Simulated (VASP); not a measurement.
A run of VASP 6.6.1 is set up as follows.

The input INCAR:

```
ALGO = Fast
EDIFF = 1E-7
EDIFFG = -0.002
ENCUT = 520
GGA = PS
IBRION = 2
ISIF = 3
ISMEAR = 0
ISPIN = 2
LASPH = T
LCHARG = F
LMAXMIX = 4
LORBIT = 11
LREAL = F
LWAVE = F
MAGMOM = 0.8
NELM = 120
NSW = 80
PREC = Accurate
SIGMA = 0.1
```

The input KPOINTS:

```
k-points
0
Gamma
  20 20 20
```

The input POSCAR:

```
Ni                                      
1.0
   -0.0000000000      1.7313101519      1.7313101519
    1.7313101519      0.0000000000      1.7313101519
    1.7313101519      1.7313101519     -0.0000000000
  Ni            
     1
Direct
     0.0000000000000000    0.0000000000000000    0.0000000000000000
```

Potentials or basis: VASP PAW PBE potentials, release 64 (Ni).

The run is started by

```console
$ cat potpaw_PBE.64/Ni/POTCAR > POTCAR
$ mpirun -np 1 vasp_std > vasp.out
```

(1) Estimate the net moment.

(2) What does it give for the site moments?

Answers

(1) 0.62 μB per cell.

(2) Ni +0.63 μB.
